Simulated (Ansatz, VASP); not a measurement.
**NaF (Villiaumite) in VASP and in Ansatz**

INCAR

```
SYSTEM = NaF
PREC = Accurate
ENCUT = 520
EDIFF = 1E-6
ISMEAR = 0
SIGMA = 0.1
LREAL = .FALSE.
LASPH = .TRUE.
NELM = 80
ALGO = Normal
ISIF = 2
LWAVE = .FALSE.
LCHARG = .TRUE.
GGA = PE
LELF = .TRUE.
LVHAR = .TRUE.
NBANDS = 14
```

File KPOINTS:

```
Automatic mesh
0
G
  6 6 6
  0 0 0
```

POSCAR

```
NaF
1.0
    0.0000000000      2.3200000000      2.3200000000
    2.3200000000      0.0000000000      2.3200000000
    2.3200000000      2.3200000000      0.0000000000
Na F
1 1
Direct
    0.0000000000      0.0000000000      0.0000000000
    0.5000000000      0.5000000000      0.5000000000
```

Input for Ansatz:

```yaml
crystal:
  lattice:
    - [0.0, 2.32, 2.32]
    - [2.32, 0.0, 2.32]
    - [2.32, 2.32, 0.0]
  atoms:
    - { symbol: Na, position: [0.0, 0.0, 0.0] }
    - { symbol: F, position: [0.5, 0.5, 0.5] }
basis:
  ecutwfc: 420
kpoints:
  mp_grid: { grid: [6, 6, 6] }
hamiltonian:
  xc: pbe
scf:
  occupations: { method: gaussian, width: 0.1 }
output:
  forces: true
  stress: true
  eigenvalues: true
```

Alike in both runs: task single point; functional PBE; k mesh 6 × 6 × 6; occupations gaussian, width 0.1 eV; no spin polarisation.

```csv
,VASP,Ansatz
version,VASP 6.6.1,Ansatz 0.2.0
potentials or method,"VASP PAW PBE potentials, release 64 (Na_pv, F)","scalar-relativistic, plane waves, PAW"
plane-wave cutoff (eV),520,420
valence electrons in the cell,14,16
```

|  | VASP | Ansatz | Ansatz less VASP |
| --- | --- | --- | --- |
| gap on the k mesh at the Fermi level (eV) | 6.28 | 6.29 | +0.017 |
| least direct gap on the mesh (eV) | 6.28 | 6.29 | +0.017 |
| pressure (GPa) | 1.8 | 1.9 | +0.13 |

With one functional, cell and mesh, what is left measures potentials, basis and numerics. The two sets of potentials don't hold the same shells in valence.

Expect the measured gap to be larger: semilocal functionals such as PBE lack the derivative discontinuity.
